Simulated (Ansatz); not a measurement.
**Yb: strong compression**

How does Yb (bcc type) answer strong compression? The runs shown use PAW. Its runs: cell relaxed at zero pressure (PAW); volume scaled by 1 (PAW); volume scaled by 0.95 (PAW); volume scaled by 0.85 (PAW); volume scaled by 0.75 (PAW and PAW (source ansatz)); volume scaled by 0.65 (PAW); volume scaled by 0.55 (PAW); volume scaled by 0.45 (PAW); volume scaled by 0.4 (PAW and PAW (level accurate)).

Method: DFT PBE, with the methods named in each step, in Ansatz 0.2.0.

2 further runs of the same task are left out: 2 that didn't finish.

## Step 1: The starting structure

Symmetry: Im-3m, No. 229, cubic system. Conventional cell: a = 4.146 Å, b = 4.146 Å, c = 4.146 Å, α = 90.00°, β = 90.00°, γ = 90.00°. Yb (site symmetry m-3m) has 8 Yb at 3.59 Å as nearest neighbours.

Coordinates:

```
CELL_PARAMETERS angstrom
-2.07282 2.07282 2.07282
2.07282 -2.07282 2.07282
2.07282 2.07282 -2.07282
ATOMIC_POSITIONS crystal
Yb 0.00000 0.00000 0.00000
```

Whether this phase is the stable one at these pressures isn't tested.

## Step 2: Cell relaxed at zero pressure, PAW

Contents of input.yaml:

```yaml
crystal:
  lattice:
    - [-2.0728166903, 2.0728166903, 2.0728166903]
    - [2.0728166903, -2.0728166903, 2.0728166903]
    - [2.0728166903, 2.0728166903, -2.0728166903]
  atoms:
    - { symbol: Yb, position: [0.0, 0.0, 0.0] }
kpoints:
  mp_grid: { grid: [14, 14, 14] }
scf:
  occupations: { method: fermi_dirac, width: 0.08 }
hamiltonian:
  xc: pbe
  pseudopotentials: { kind: paw }
output:
  forces: true
  stress: true
relax:
  f_tol: 0.005
  max_steps: 40
  cell: {}
```

On the command line:

```sh
> ansatz run input.yaml --threads 1 --pin off --max-ram 3072MiB --backend cpu --events-out ev --progress --plain --runs-dir out
```

After this run come: Volume scaled by 1, PAW; Volume scaled by 0.95, PAW; Volume scaled by 0.85, PAW; Volume scaled by 0.75, PAW; Volume scaled by 0.75, PAW (source ansatz); Volume scaled by 0.65, PAW; Volume scaled by 0.55, PAW; Volume scaled by 0.45, PAW; Volume scaled by 0.4, PAW; Volume scaled by 0.4, PAW (level accurate).

Before running it: what results should come out? Wanted: PAW pressure at 0.4 of the volume; PAW; fitted bulk modulus at zero pressure.

**Answer**, as computed:

| quantity | value |
| --- | --- |
| PAW pressure at 0.4 of the volume | 102.0 GPa |
| PAW (level accurate) pressure at 0.4 of the volume | 102.6 GPa |
| fitted bulk modulus at zero pressure (PAW) | 20.0 GPa |
| its pressure derivative | 3.80 |

**Reading.** At 0.4 of the starting volume PAW gives 102 GPa. One third-order Birch-Murnaghan curve follows these points (B₀ = 20.0 GPa, B′ = 3.80, misfit at most 0.34 GPa). A fit over so wide a range leans to the high pressures, so B₀ can be off by several per cent. No all-electron run checks these rows here, and frozen cores can fail under such compression. The ions are at rest, and the electrons smeared by 0.08 eV. Spin-orbit coupling is left out, though the cell holds Yb; in elements this heavy it can shift bands and gaps by tenths of an eV.
